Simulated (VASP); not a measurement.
# Pd (Fm-3m) in VASP: relaxation of cell and atoms with r2SCAN

Aim: the relaxation of cell and atoms of Pd with r2SCAN.

Everything below comes from runs of VASP 6.6.1. Logs are shortened: lines on timing, memory, paths and dates and some standing lists are left out, and cuts for length are marked.

## (1) The crystal as given

The structure is cubic, space group Fm-3m (No. 225). The conventional cell has a = 3.893 Å, b = 3.893 Å, c = 3.893 Å, α = 90.00°, β = 90.00°, γ = 90.00°. Pd (site symmetry m-3m) is surrounded by 12 Pd at 2.75 Å.

## (2) Relaxation of cell and atoms, r2SCAN

File INCAR:

```
SYSTEM = Pd
ALGO = Normal
EDIFF = 1E-7
EDIFFG = -0.004
ENCUT = 600
IBRION = 2
ISIF = 3
ISMEAR = 0
LASPH = .TRUE.
LCHARG = .FALSE.
LMIXTAU = .TRUE.
LREAL = .FALSE.
LWAVE = .FALSE.
METAGGA = R2SCAN
NELM = 100
NSW = 80
PREC = Accurate
SIGMA = 0.1
```

File KPOINTS:

```
k-points
0
G
  18 18 18
  0 0 0
```

File POSCAR:

```
Pd
1.0
    0.0000000000      1.9465000000      1.9465000000
    1.9465000000      0.0000000000      1.9465000000
    1.9465000000      1.9465000000      0.0000000000
Pd
1
Direct
    0.0000000000      0.0000000000      0.0000000000
```

Potentials or basis: VASP PAW PBE potentials, release 64 (Pd).

Run with:

```
> cat potpaw_PBE.64/Pd/POTCAR > POTCAR
> mpirun -np 1 vasp_std > vasp.out
```

OUTCAR:

```text
SYSTEM = Pd
   EDIFF = 1E-7
   EDIFFG = -0.004
   ENCUT = 600
   IBRION = 2
   ISIF = 3
   ISMEAR = 0
   LASPH = .TRUE.
   LREAL = .FALSE.
   METAGGA = R2SCAN
   NELM = 100
   NSW = 80
   PREC = Accurate

 ion  position               nearest neighbor table
   1  0.000  0.000  0.000-

  LATTYP: Found a face centered cubic cell.
 ALAT       =     3.8930000000

  Lattice vectors:

 A1 = (   0.0000000000,   1.9465000000,   1.9465000000)
 A2 = (   1.9465000000,   0.0000000000,   1.9465000000)
 A3 = (   1.9465000000,   1.9465000000,   0.0000000000)

Analysis of symmetry for initial positions (statically):
=====================================================================
 Subroutine PRICEL returns:
 Original cell was already a primitive cell.

 Routine SETGRP: Setting up the symmetry group for a
 face centered cubic supercell.

 Subroutine GETGRP returns: Found 48 space group operations
 (whereof 48 operations were pure point group operations)
 out of a pool of 48 trial point group operations.

The static configuration has the point symmetry O_h .

Analysis of symmetry for dynamics (positions and initial velocities):
=====================================================================
 Subroutine PRICEL returns:
 Original cell was already a primitive cell.

 Routine SETGRP: Setting up the symmetry group for a
 face centered cubic supercell.

 Subroutine GETGRP returns: Found 48 space group operations
 (whereof 48 operations were pure point group operations)
 out of a pool of 48 trial point group operations.

The dynamic configuration has the point symmetry O_h .

 Subroutine INISYM returns: Found 48 space group operations
 (whereof 48 operations are pure point group operations),
 and found     1 'primitive' translations

----------------------------------------------------------------------------------------

                                     Primitive cell

  volume of cell :      14.7500

  direct lattice vectors                    reciprocal lattice vectors
     0.000000000  1.946500000  1.946500000    -0.256871307  0.256871307  0.256871307
     1.946500000  0.000000000  1.946500000     0.256871307 -0.256871307  0.256871307
     1.946500000  1.946500000  0.000000000     0.256871307  0.256871307 -0.256871307

  length of vectors
     2.752766699  2.752766699  2.752766699     0.444914156  0.444914156  0.444914156

  position of ions in fractional coordinates (direct lattice)
     0.000000000  0.000000000  0.000000000

  ion indices of the primitive-cell ions
   primitive index   ion index
                 1           1

----------------------------------------------------------------------------------------

 KPOINTS: k-points

Automatic generation of k-mesh.
 Grid dimensions read from file:
 generate k-points for:   18   18   18

 Generating k-lattice:

  Cartesian coordinates                     Fractional coordinates (reciprocal lattice)
    -0.014270628  0.014270628  0.014270628     0.055555556  0.000000000  0.000000000
     0.014270628 -0.014270628  0.014270628     0.000000000  0.055555556  0.000000000
     0.014270628  0.014270628 -0.014270628     0.000000000  0.000000000  0.055555556

  Length of vectors
     0.024717453  0.024717453  0.024717453

  Shift w.r.t. Gamma in fractional coordinates (k-lattice)
     0.000000000  0.000000000  0.000000000

 Subroutine IBZKPT returns following result:
 ===========================================

 Found    195 irreducible k-points:

 Following reciprocal coordinates:
            Coordinates               Weight
  0.000000  0.000000  0.000000      1.000000
  0.055556  0.000000  0.000000      8.000000
  0.111111  0.000000  0.000000      8.000000
  0.166667  0.000000  0.000000      8.000000
  0.222222  0.000000  0.000000      8.000000
  0.277778  0.000000  0.000000      8.000000
[... 16 lines left out ...]
 -0.277778  0.055556  0.000000     24.000000
 -0.222222  0.055556  0.000000     24.000000
 [... further k-points ...]
   k-points           NKPTS =    195   k-points in BZ     NKDIM =    195   number of bands    NBANDS=      9
   number of dos      NEDOS =    301   number of ions     NIONS =      1
   total plane-waves  NPLWV =  13824
   dimension x,y,z NGX =    24 NGY =   24 NGZ =   24
   dimension x,y,z NGXF=    48 NGYF=   48 NGZF=   48
   ions per type =               1
   NGX,Y,Z   is equivalent  to a cutoff of  14.49, 14.49, 14.49 a.u.
   NGXF,Y,Z  is equivalent  to a cutoff of  28.99, 28.99, 28.99 a.u.
 SYSTEM =  Pd
   PREC   = accura    normal or accurate (medium, high low for compatibility)
   ISTART =      0    job   : 0-new  1-cont  2-samecut
   ICHARG =      2    charge: 1-file 2-atom 10-const
   ISPIN  =      1    spin polarized calculation?
   LNONCOLLINEAR =      F non collinear calculations
   LSORBIT =      F    spin-orbit coupling
   LASPH  =      T    aspherical Exc in radial PAW
   ENCUT  =  600.0 eV  44.10 Ry    6.64 a.u.   5.50  5.50  5.50*2*pi/ulx,y,z
   NELM   =    100;   NELMIN=  2; NELMDL= -5     # of ELM steps
   EDIFF  = 0.1E-06   stopping-criterion for ELM
   LREAL  =      F    real-space projection
   EDIFFG = -.4E-02   stopping-criterion for IOM
   NSW    =     80    number of steps for IOM
   IBRION =      2    ionic relax: 0-MD 1-quasi-New 2-CG
   NFREE  =      1    steps in history (QN), initial steepest desc. (CG)
   ISIF   =      3    stress and relaxation
   ISYM   =      2    0-nonsym 1-usesym 2-fastsym
   POTIM  = 0.5000    time-step for ionic-motion
   TEBEG  =    0.0;   TEEND  =   0.0 temperature during run
   PSTRESS=    0.0 pullay stress
   NELECT =      10.0000    total number of electrons
   NUPDOWN=      -1.0000    fix difference up-down
   EMIN   =  10.00;   EMAX   =-10.00  energy-range for DOS
   EFERMI =   0.00;   METHOD = LEGACY
   ISMEAR =     0;   SIGMA  =   0.10  broadening in eV -4-tet -1-fermi 0-gaus
   EFERMI_NEDOS =   21; number of points for ismear=-14 and -15
   IALGO  =     38    algorithm
   IMIX   =      4    mixing-type and parameters
     AMIX     =   0.40;   BMIX     =  1.00
     AMIX_MAG =   1.60;   BMIX_MAG =  1.00
  volume/ion in A,a.u.               =      14.75        99.54
  Fermi-wavevector in a.u.,A,eV,Ry     =   1.438171  2.717748 28.141404  2.068335
  Thomas-Fermi vector in A             =   2.557167
   LORBIT       =      0    0 simple, 1 ext, 2 COOP (PROOUT), +10 PAW based schemes
   METAGGA = R2SCAN    functional components
   LHFCALC =     F    Hartree Fock is set to
   AEXX    =    0.0000 exact exchange contribution
   IVDW    =     0    specifies the selected vdW correction
   LEPSILON=     F    determine dielectric tensor
   LRPA    =     F    only Hartree local field effects (RPA)
 conjugate gradient relaxation of ions
 non-spin polarized calculation
 Gauss-broadening in eV      SIGMA  =   0.10
  energy-cutoff  :      600.00
  volume of cell :       14.75
 maximum number of plane-waves:       531
 NGX is ok and might be reduce to    24
   NGX = 11   NGY = 11   NGZ = 11

--------------------------------------- Ionic step        1  -------------------------------------------

 number of electron      10.0000000 magnetization

 number of electron       9.9999999 magnetization

 Free energy of the ion-electron system (eV)
  ---------------------------------------------------
  ext. energy  EPLUGINS =         0.00000000
  ---------------------------------------------------
  free energy    TOTEN  =       -22.95244165 eV

  energy without entropy =      -22.94162629  energy(sigma->0) =      -22.94703397

------------------------ aborting loop because EDIFF is reached ----------------------------------------

  FORCE on cell =-STRESS in cart. coord.  units (eV):
  Direction    XX          YY          ZZ          XY          YZ          ZX
  --------------------------------------------------------------------------------------
  -------------------------------------------------------------------------------------
  Total        0.2603745      0.2603745      0.2603745      0.0000000      0.0000000      0.0000000
  in kB       28.2823707     28.2823707     28.2823707      0.0000000      0.0000000      0.0000000
  external PRESSURE =      28.2823707 kB  Pullay stress =       0.0000000 kB
[... 55 lines left out ...]
  energy  without entropy=      -22.9385236154  energy(sigma->0) =      -22.94417030

--------------------------------------- Ionic step        3  -------------------------------------------

 number of electron       9.9999999 magnetization

 Free energy of the ion-electron system (eV)
  ---------------------------------------------------
  ext. energy  EPLUGINS =         0.00000000
  ---------------------------------------------------
  free energy    TOTEN  =       -22.95431070 eV

  energy without entropy =      -22.94331866  energy(sigma->0) =      -22.94881468

 E-fermi :   9.3644     XC(G=0): -14.0244

 val. band max:        9.3488440400   @ k =   0.5000   0.1111   0.0000
 cond. band min:       9.3722262404   @ k =  -0.4444   0.3889   0.1111
 fundamental gap:      0.0233822004
 Fermi energy:         9.3644175294

 k-point     1 :       0.0000    0.0000    0.0000
  band No.  band energies     occupation
      1       2.2923      2.00000
      2       6.5155      2.00000
      3       6.5155      2.00000
      4       6.5155      2.00000
      5       8.0871      2.00000
      6       8.0871      2.00000
      7      27.3805      0.00000
      8      31.8721      0.00000
      9      32.2830      0.00000
[... 265 lines left out ...]
 k-point    24 :      -0.2222    0.0556    0.0000
  band No.  band energies     occupation
      1       4.0095      2.00000
      2       6.3318      2.00000
      3       6.8375      2.00000
      4       6.8658      2.00000
      5       7.9870      2.00000
      6       8.5223      2.00000
      7      24.8996      0.00000
      8      28.4338      0.00000
      9      31.8719      0.00000

 [... further k-points ...]

------------------------ aborting loop because EDIFF is reached ----------------------------------------

  FORCE on cell =-STRESS in cart. coord.  units (eV):
  Direction    XX          YY          ZZ          XY          YZ          ZX
  --------------------------------------------------------------------------------------
  -------------------------------------------------------------------------------------
  Total        0.0004576      0.0004576      0.0004576     -0.0000000     -0.0000000      0.0000000
  in kB        0.0489910      0.0489910      0.0489910     -0.0000000     -0.0000000      0.0000000
  external PRESSURE =       0.0489910 kB  Pullay stress =       0.0000000 kB
[... 16 lines left out ...]
  FREE ENERGIE OF THE ION-ELECTRON SYSTEM (eV)
  ---------------------------------------------------
  free  energy   TOTEN  =       -22.9543107044 eV

  energy  without entropy=      -22.9433186609  energy(sigma->0) =      -22.94881468

 reached required accuracy - stopping structural energy minimisation
```

Wall time 4.2 min (1 thread of Intel Xeon Platinum 8259CL at 2.50GHz (Skylake/Cascade Lake), shared host); peak memory 0.18 GiB.

Results:

| Item | Value |
| --- | --- |
| Free energy | -22.9543 eV |
| Relaxed volume | 14.97 Å³/atom |
| Relaxed cell | a = 2.766 Å, b = 2.766 Å, c = 2.766 Å, α = 60.00°, β = 60.00°, γ = 60.00° |
| Space group after relaxing (to 0.05 Å) | Fm-3m (No. 225) |
| Energy gained by relaxing | 1.9 meV/atom |
| Ionic steps | 3 |
| Pressure after relaxing | 0.0 GPa |
| Band gap on the k mesh | none (metal or under the smearing width) |

Step by step:
| step | energy change (eV) | largest force (eV/Å) | pressure (GPa) | volume (Å³) |
| --- | --- | --- | --- | --- |
| 1 | 0.0000 | 0.0000 | 2.83 | 14.75 |
| 2 | 0.0026 | 0.0000 | -4.02 | 15.31 |
| 3 | -0.0019 | 0.0000 | 0.00 | 14.97 |

Final structure:
```cif
data_structure
_symmetry_space_group_name_H-M 'P 1'
_symmetry_Int_Tables_number 1
_cell_length_a 2.7661
_cell_length_b 2.7661
_cell_length_c 2.7661
_cell_angle_alpha 60.000
_cell_angle_beta 60.000
_cell_angle_gamma 60.000
_cell_volume 14.97
loop_
_atom_site_label
_atom_site_type_symbol
_atom_site_fract_x
_atom_site_fract_y
_atom_site_fract_z
_atom_site_occupancy
Pd1 Pd 0.00000 0.00000 0.00000 1
```

Levels at points of the mesh, in eV from the Fermi level:
```
           k point  band 3  band 4  band 5  band 6  band 7  band 8
(0.00, 0.00, 0.00)   -2.85   -2.85   -1.28   -1.28   18.02   22.51
(0.50, 0.00, 0.00)   -2.92   -0.04   -0.04    1.32    7.59   17.41
(0.50, 0.50, 0.00)   -0.10    0.30    0.30    3.66   11.16   13.85
```

Caveat: the PAW data sets were made with another functional, which shifts forces and pressure a little. Zero-point motion and thermal expansion aren't in these numbers.
